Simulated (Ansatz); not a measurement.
## Ga in Ansatz: the effect of functional

The system is Ga.

```
Ga
1.0
     1.45000   -4.06500    0.00000
     1.45000    4.06500    0.00000
     0.00000    0.00000    3.17000
Ga
2
Direct
  0.13300 0.86700 0.75000
  0.86700 0.13300 0.25000
```

This isn't the form of Ga at room conditions, which is orthorhombic.

Alike in all runs:

| Quantity | Value |
| --- | --- |
| Program | Ansatz 0.2.0 |
| Task | band structure |
| Potentials or basis | Ansatz PAW |
| k mesh | 6 × 6 × 5 |
| Occupations | fermi-dirac, width 0.05 eV |
| Spin | no spin polarisation |

```csv
functional,cutoff,pressure (GPa),largest force (eV/Å)
LDA,420 eV (not typed: the program's choice for these potentials),-3.7,0.14
PBEsol,420 eV (not typed: the program's choice for these potentials),?,?
r2SCAN,500 eV (not typed: the program's choice for these potentials),-1.3,0.22
```

What does the run with functional PBEsol give?

Pressure -1.8 GPa; largest force 0.16 eV/Å.

Caveats: all runs use coarse meshes; the PAW data sets come from PBE, with cores solved anew for the run's functional, which leaves a small shift of forces and pressure.
